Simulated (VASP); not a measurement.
# TiB2 (P6/mmm) in VASP: settings compared

One crystal, TiB2, is run at these levels: PBE, PBEsol; tasks: elastic constants, Wannier functions by SCDM, equation of state.

Program: VASP 6.6.1. These are calculated values, not measurements. Logs are shortened: lines on timing, memory, paths and dates and some standing lists are left out, and cuts for length are marked.

**1. Starting point**

It takes space group P6/mmm (No. 191, hexagonal). The conventional cell has a = 3.029 Å, b = 3.029 Å, c = 3.228 Å, α = 90.00°, β = 90.00°, γ = 120.00°. Around Ti (site symmetry 6/mmm) lie 12 B at 2.38 Å. B (site symmetry -6m2) has 3 B at 1.75 Å as nearest neighbours.

**2. Elastic constants, PBE**

The input, POSCAR:

```
TiB2
1.0
    3.0292000000      0.0000000000      0.0000000000
   -1.5146000000      2.6233641531      0.0000000000
    0.0000000000      0.0000000000      3.2284000000
Ti B
1 2
Direct
    0.0000000000      0.0000000000      0.0000000000
    0.6666666667      0.3333333333      0.5000000000
    0.3333333333      0.6666666667      0.5000000000
```

The input, INCAR.step1:

```
ALGO = Normal
EDIFF = 1E-8
EDIFFG = -0.002
ENCUT = 600
GGA = PE
IBRION = 2
ISIF = 3
ISMEAR = 0
LASPH = T
LCHARG = F
LREAL = F
LWAVE = F
NELM = 80
NSW = 40
PREC = Accurate
SIGMA = 0.02
```

The input, INCAR.step2:

```
ALGO = Normal
EDIFF = 1E-8
ENCUT = 600
GGA = PE
IBRION = 6
ISIF = 3
ISMEAR = 0
LASPH = T
LCHARG = F
LREAL = F
LWAVE = F
NELM = 80
NFREE = 2
NSW = 1
POTIM = 0.015
PREC = Accurate
SIGMA = 0.02
```

The input, KPOINTS:

```
k-points
0
Gamma
  7 7 6
```

Potentials or basis: VASP PAW PBE potentials, release 64 (Ti_sv, B).

Run with:

```sh
$ cat potpaw_PBE.64/Ti_sv/POTCAR potpaw_PBE.64/B/POTCAR > POTCAR
$ cp INCAR.step1 INCAR
$ mpirun -np 1 vasp_std > vasp.out
$ cp CONTCAR POSCAR
$ cp INCAR.step2 INCAR
$ mpirun -np 1 vasp_std > vasp.out
```

OUTCAR:

```text
EDIFF = 1E-8
   ENCUT = 600
   GGA = PE
   IBRION = 6
   ISIF = 3
   ISMEAR = 0
   LASPH = T
   LREAL = F
   NELM = 80
   NFREE = 2
   NSW = 1
   POTIM = 0.015
   PREC = Accurate

 ion  position               nearest neighbor table
   1  0.000  0.000  0.000-   2 2.38   3 2.38   2 2.38   3 2.38   3 2.38   3 2.38   2 2.38   2 2.38
                             2 2.38   2 2.38   3 2.38   3 2.38
   2  0.667  0.333  0.500-   3 1.75   3 1.75   3 1.75   1 2.38   1 2.38   1 2.38   1 2.38   1 2.38
                             1 2.38
   3  0.333  0.667  0.500-   2 1.75   2 1.75   2 1.75   1 2.38   1 2.38   1 2.38   1 2.38   1 2.38
                             1 2.38

  LATTYP: Found a hexagonal cell.
 ALAT       =     3.0348367960
 C/A-ratio  =     1.0606199154

  Lattice vectors:

 A1 = (   3.0348367960,   0.0000000000,   0.0000000000)
 A2 = (  -1.5174183980,   2.6282457616,   0.0000000000)
 A3 = (   0.0000000000,   0.0000000000,   3.2188083458)

Analysis of symmetry for initial positions (statically):
=====================================================================
 Subroutine PRICEL returns:
 Original cell was already a primitive cell.

 Routine SETGRP: Setting up the symmetry group for a
 hexagonal supercell.

 Subroutine GETGRP returns: Found 24 space group operations
 (whereof 24 operations were pure point group operations)
 out of a pool of 24 trial point group operations.

The static configuration has the point symmetry D_6h.

Analysis of symmetry for dynamics (positions and initial velocities):
=====================================================================
 Subroutine PRICEL returns:
 Original cell was already a primitive cell.

 Routine SETGRP: Setting up the symmetry group for a
 hexagonal supercell.

 Subroutine GETGRP returns: Found 24 space group operations
 (whereof 24 operations were pure point group operations)
 out of a pool of 24 trial point group operations.

The dynamic configuration has the point symmetry D_6h.

 Subroutine INISYM returns: Found 24 space group operations
 (whereof 24 operations are pure point group operations),
 and found     1 'primitive' translations

----------------------------------------------------------------------------------------

                                     Primitive cell

  volume of cell :      25.6742

  direct lattice vectors                    reciprocal lattice vectors
     3.034836796  0.000000000  0.000000000     0.329507011  0.190240961  0.000000000
    -1.517418398  2.628245762  0.000000000     0.000000000  0.380481922  0.000000000
     0.000000000  0.000000000  3.218808346     0.000000000  0.000000000  0.310673980

  length of vectors
     3.034836796  3.034836796  3.218808346     0.380481922  0.380481922  0.310673980

  position of ions in fractional coordinates (direct lattice)
     0.000000000  0.000000000  0.000000000
     0.666666667  0.333333333  0.500000000
     0.333333333  0.666666667  0.500000000

  ion indices of the primitive-cell ions
   primitive index   ion index
                 1           1
                 2           2
                 3           3

----------------------------------------------------------------------------------------

 KPOINTS: k-points

Automatic generation of k-mesh.
 Grid dimensions read from file:
[... 120 lines left out ...]
  Direction    XX          YY          ZZ          XY          YZ          ZX
  --------------------------------------------------------------------------------------
  -------------------------------------------------------------------------------------
  Total        0.0008949      0.0008949      0.0006187      0.0000000     -0.0000000      0.0000000
  in kB        0.0558475      0.0558475      0.0386100      0.0000000     -0.0000000      0.0000000
  external PRESSURE =       0.0501017 kB  Pullay stress =       0.0000000 kB
[... 92 lines left out ...]
  FREE ENERGIE OF THE ION-ELECTRON SYSTEM (eV)
  ---------------------------------------------------
  free  energy   TOTEN  =       -24.4145964010 eV

  energy  without entropy=      -24.4144327239  energy(sigma->0) =      -24.41451456

 E-fermi :  10.1505     XC(G=0): -12.8429

 val. band max:        9.9212528969   @ k =   0.0000   0.0000   0.1667
 cond. band min:      10.1700533311   @ k =   0.1429   0.1429   0.1667
 fundamental gap:      0.2488004342
 Fermi energy:        10.1504948406

 k-point     1 :       0.0000    0.0000    0.0000
  band No.  band energies     occupation
      1     -46.7393      2.00000
      2     -23.0781      2.00000
      3     -22.7886      2.00000
      4     -22.7886      2.00000
      5      -3.3984      2.00000
      6       7.3960      2.00000
      7       7.3960      2.00000
      8       8.0573      2.00000
      9       8.0604      2.00000
     10      12.1035      0.00000
     11      12.1035      0.00000
     12      14.0016      0.00000
     13      14.0016      0.00000
[... 356 lines left out ...]
      2     -23.1575      2.00000
      3     -23.0870      2.00000
      4     -22.9846      2.00000
      5       0.8486      2.00000
      6       2.3158      2.00000
      7       4.2034      2.00000
      8       6.8555      2.00000
      9       7.4279      2.00000
     10      12.5189      0.00000
     11      13.3381      0.00000
     12      13.8050      0.00000
     13      15.2236      0.00000

 [... further k-points ...]

[... ionic steps 4 to 18 ...]

--------------------------------------- Ionic step       19  -------------------------------------------

 number of electron      18.0000002 magnetization

------------------------ aborting loop because EDIFF is reached ----------------------------------------
[... 69 lines left out ...]
--------------------------------------- Ionic step       21  -------------------------------------------

 number of electron      18.0000002 magnetization

 Free energy of the ion-electron system (eV)
  ---------------------------------------------------
  ext. energy  EPLUGINS =         0.00000000
  ---------------------------------------------------
  free energy    TOTEN  =       -24.42592645 eV

  energy without entropy =      -24.42574945  energy(sigma->0) =      -24.42583795

 E-fermi :   9.9845     XC(G=0): -12.7666

 val. band max:        9.7807085899   @ k =   0.0000   0.0000   0.5000
 cond. band min:      10.0040923681   @ k =   0.1429   0.1429   0.1667
 fundamental gap:      0.2233837782
 Fermi energy:         9.9845338684

 k-point     1 :       0.0000    0.0000    0.0000
  band No.  band energies     occupation
      1     -46.9657      2.00000
      2     -23.3151      2.00000
      3     -23.0069      2.00000
      4     -23.0069      2.00000
      5      -3.5039      2.00000
      6       7.3599      2.00000
      7       7.3599      2.00000
      8       7.7066      2.00000
      9       7.8994      2.00000
     10      11.8781      0.00000
     11      11.8781      0.00000
     12      13.6673      0.00000
     13      13.6673      0.00000
[... 398 lines left out ...]
  FREE ENERGIE OF THE ION-ELECTRON SYSTEM (eV)
  ---------------------------------------------------
  free  energy   TOTEN  =       -24.4259264481 eV

  energy  without entropy=      -24.4257494542  energy(sigma->0) =      -24.42583795

 INTERNAL STRAIN TENSORS FROM STRAINED CELLS
 ============================================

 INTERNAL STRAIN TENSOR FOR ION    1 for displacements in x,y,z  (eV/Angst):
          X           Y           Z          XY          YZ          ZX
  --------------------------------------------------------------------------------
  x     0.00000    -0.00000     0.00000    -0.00000     0.00000    -0.00000
  y     0.00000     0.00000    -0.00000     0.00000     0.00000     0.00000
  z     0.00000     0.00000     0.00000     0.00000     0.00000     0.00000

 INTERNAL STRAIN TENSORS FROM DISPLACED ATOMS
 ============================================

 INTERNAL STRAIN TENSOR FOR ION    1 for displacements in x,y,z  (eV/Angst):
          X           Y           Z          XY          YZ          ZX
  --------------------------------------------------------------------------------
  x     0.00000     0.00000     0.00000     0.00000     0.00000     0.00000
  y     0.00000     0.00000     0.00000     0.00000     0.00000     0.00000
  z     0.00000     0.00000     0.00000     0.00000     0.00000     0.00000

 INTERNAL STRAIN TENSOR FOR ION    3 for displacements in x,y,z  (eV/Angst):
          X           Y           Z          XY          YZ          ZX
  --------------------------------------------------------------------------------
  x     0.00000     0.00000     0.00000    -2.69755     0.00000     0.00000
  y    -2.69755     2.69755     0.00000     0.00000     0.00000     0.00000
  z     0.00000     0.00000     0.00000    -0.00000    -0.00000     0.00000

 Eigenvectors and eigenvalues of the dynamical matrix
 ----------------------------------------------------

   1 f  =   26.609814 THz   167.194389 2PiTHz  887.607837 cm-1   110.049297 meV
             X         Y         Z           dx          dy          dz
      0.000000  0.000000  0.000000     0.000000   -0.000000    0.000000
      1.517418  0.876082  1.609404     0.707107   -0.000005   -0.000000
     -0.000000  1.752164  1.609404    -0.707107    0.000005    0.000000
[... 43 lines left out ...]
   9 f/i=    0.005086 THz     0.031957 2PiTHz    0.169653 cm-1     0.021034 meV
             X         Y         Z           dx          dy          dz
      0.000000  0.000000  0.000000    -0.000000   -0.000000   -0.829812
      1.517418  0.876082  1.609404    -0.000000   -0.000000   -0.394596
     -0.000000  1.752164  1.609404    -0.000000   -0.000000   -0.394596

--------------------------------------------------------------------------------------------------------

 ELASTIC MODULI CONTR FROM IONIC RELAXATION (kBar)
 Direction    XX          YY          ZZ          XY          YZ          ZX
 --------------------------------------------------------------------------------
 XX         -28.9957     28.9957      0.0000      0.0000      0.0000      0.0000
 YY          28.9957    -28.9957      0.0000     -0.0000     -0.0000      0.0000
 ZZ           0.0000      0.0000      0.0000      0.0000      0.0000      0.0000
 XY           0.0000     -0.0000      0.0000    -28.9957      0.0000      0.0000
 YZ           0.0000     -0.0000      0.0000      0.0000     -0.0000      0.0000
 ZX           0.0000      0.0000      0.0000      0.0000      0.0000      0.0000
 --------------------------------------------------------------------------------

 TOTAL ELASTIC MODULI (kBar)
 Direction    XX          YY          ZZ          XY          YZ          ZX
 --------------------------------------------------------------------------------
 XX        6647.4993    606.0485    966.6281      0.0000      0.0000      0.0000
 YY         606.0485   6647.4993    966.6281     -0.0000     -0.0000      0.0000
 ZZ         966.6281    966.6281   4610.8141      0.0000     -0.0000     -0.0000
 XY           0.0000     -0.0000      0.0000   3020.7254      0.0000      0.0000
 YZ          -0.0000      0.0000     -0.0000      0.0000   2557.3118      0.0000
 ZX           0.0000      0.0000      0.0000     -0.0000      0.0000   2557.3116
 --------------------------------------------------------------------------------
```

It took 7 min on 1 thread of Intel Xeon Platinum 8259CL at 2.50GHz (Skylake/Cascade Lake), shared host; peak memory 0.21 GiB.

Results:

```yaml
Relaxed_volume: 8.56 Å³/atom
Relaxed_cell: a = 3.035 Å, b = 3.035 Å, c = 3.219 Å, α = 90.00°, β = 90.00°, γ = 120.00°
Space_group_after_relaxing_to_0.05_Å: P6/mmm (No. 191)
Voigt_bulk_modulus: 255 GPa
Highest_phonon_frequency_at_Γ_LO-TO_splitting_left_out: 888 cm⁻¹
```

Step by step:
```
step  energy change (eV)  largest force (eV/Å)  pressure (GPa)  volume (Å³)
   1              0.0000                0.0000            0.38        25.66
   2             -0.0005                0.0000           -0.56        25.73
   3             -0.0005                0.0000           -0.33        25.71
   4             -0.0006                0.0000            0.17        25.66
   5             -0.0006                0.0000            0.01        25.67
```

Final structure:
```
Ti B
1.0
     3.03484    0.00000    0.00000
    -1.51742    2.62825    0.00000
     0.00000    0.00000    3.21881
Ti B
1 2
Cartesian
  0.0000 0.0000 0.0000
  1.5174 0.8761 1.6094
  0.0000 1.7522 1.6094
```

Phonon frequencies in cm⁻¹ (negative: imaginary):
```
              q point                    frequencies
(0.000, 0.000, 0.000)  0 0 0 502 518 518 552 888 888
```

Elastic tensor in Voigt notation (GPa, in the Cartesian axes of the cell as first typed):
```
665  61  97   0   0   0
 61 665  97   0   0   0
 97  97 461   0   0   0
  0   0   0 256   0   0
  0   0   0   0 256   0
  0   0   0   0   0 302
```

Clamped-ion elastic tensor (GPa):
```
668  58  97   0   0   0
 58 668  97   0   0   0
 97  97 461   0   0   0
  0   0   0 256   0   0
  0   0   0   0 256   0
  0   0   0   0   0 305
```

(Part 1 of 2 ends here.)
